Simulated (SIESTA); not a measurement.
FeO (Wuestite) under changes of volume

One of the cells (10.013 Å³/atom); the others are scaled copies at fixed shape and fractional positions:

```
CELL_PARAMETERS angstrom
0.00000 2.15540 2.15540
2.15540 0.00000 2.15540
2.15540 2.15540 0.00000
ATOMIC_POSITIONS crystal
Fe 0.00000 0.00000 0.00000
O 0.50000 0.50000 0.50000
```

```yaml
Program: SIESTA 5.4.2
Functional: LDA
Potentials_or_basis: PseudoDojo 0.4 standard (LDA files)
Basis: DZP (energy shift 0.003 Ry; two zetas on semicore shells)
Grid_cutoff: 800 Ry
Energy_shift: 0.003 Ry
k_mesh: 8 × 8 × 8
Occupations: fermi-dirac, width 0.05 eV
Spin: collinear spin, ferromagnetic start
Starting_moments: "[3.0, 0.0] μB"
```

| volume (Å³/atom) | energy over the lowest point (meV/atom) | pressure (GPa) |
| --- | --- | --- |
| 9.413 | 0.00 | -3.1 |
| 9.613 | 6.44 | -7.3 |
| 9.813 | 18.03 | -11.2 |
| 10.013 | 34.33 | -14.7 |
| 10.214 | 54.76 | -17.7 |
| 10.414 | 78.72 | -20.4 |
| 10.614 | ? | ? |

Task: What does the run at 10.614 Å³/atom give?

Result: Energy over the lowest point 105.92 meV/atom; pressure -22.9 GPa.

Worked out: A Birch-Murnaghan fit of order 3 (a polynomial in V^(-2/3)) to the other rows has its minimum at 9.30 Å³/atom, just outside them, with B0 = V·E''(V) = 236 GPa and B' = 4.7. It gives 105.86 meV/atom at 10.614 Å³/atom, against the run's 105.92, and -dE/dV = -22.9 GPa, against -22.9.

Energies are extrapolated to zero smearing.

Caveats: short orbitals over semicore shells can move pressures by several GPa; the basis of atomic orbitals isn't converged, which shifts pressures, moduli and gaps; a cell with one magnetic atom can't hold antiferromagnetic order, which such compounds often take.
